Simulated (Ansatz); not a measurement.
# Nb3Si2: the cost of one run

Method: DFT PBE, scalar-relativistic, plane waves, PAW, in Ansatz 0.2.0.

2 further runs of the same task are left out: 1 that didn't finish, 1 set aside as unsound or not needed.

### 1 The system as given

Symmetry: Pm-3m, No. 221, cubic system. Conventional cell: a = 4.470 Å, b = 4.470 Å, c = 4.470 Å, α = 90.00°, β = 90.00°, γ = 90.00°. Nb (site symmetry 4/mmm) is surrounded by 6 Si at 2.23 to 3.16 Å and 8 Nb at 3.16 Å. Si (site symmetry m-3m) is surrounded by 6 Nb at 2.23 Å. Si (site symmetry m-3m) has 12 Nb at 3.16 Å as nearest neighbours.

As a file:

```xyz
5
Lattice="4.4698 0.0000 0.0000 0.0000 4.4698 0.0000 0.0000 0.0000 4.4698" Properties=species:S:1:pos:R:3 pbc="T T T"
Nb    0.0000    2.2349    2.2349
Nb    2.2349    0.0000    2.2349
Nb    2.2349    2.2349    0.0000
Si    2.2349    2.2349    2.2349
Si    0.0000    0.0000    0.0000
```

The cell is invented: random cell by space group and Wyckoff sites (Pm-3m, No. 221). Lengths come from tabulated atomic sizes and are only a guess.

### 2 A first look at the guess

Input file input.yaml:

```yaml
crystal:
  lattice:
    - [4.46975303, 0.0, 0.0]
    - [0.0, 4.46975303, 0.0]
    - [0.0, 0.0, 4.46975303]
  atoms:
    - { symbol: Nb, position: [0.0, 0.5, 0.5] }
    - { symbol: Nb, position: [0.5, 0.0, 0.5] }
    - { symbol: Nb, position: [0.5, 0.5, 0.0] }
    - { symbol: Si, position: [0.5, 0.5, 0.5] }
    - { symbol: Si, position: [0.0, 0.0, 0.0] }
basis:
  ecutwfc: 420
kpoints:
  mp_grid: { grid: [4, 4, 4] }
hamiltonian:
  xc: pbe
scf:
  occupations: { method: gaussian, width: 0.1 }
  lower_state_search: "off"
output:
  forces: true
  stress: true
  eigenvalues: true
```

Started as:

```
ansatz run input.yaml --threads 1 --pin off --max-ram 2048MiB --backend cpu --events-out ev --progress --plain --runs-dir out
```

**Question.** How long does this run take on 1 thread of Arm Neoverse V2, shared host, and how much memory does it need?

About 1.2 s, with a peak of 0.31 GiB.
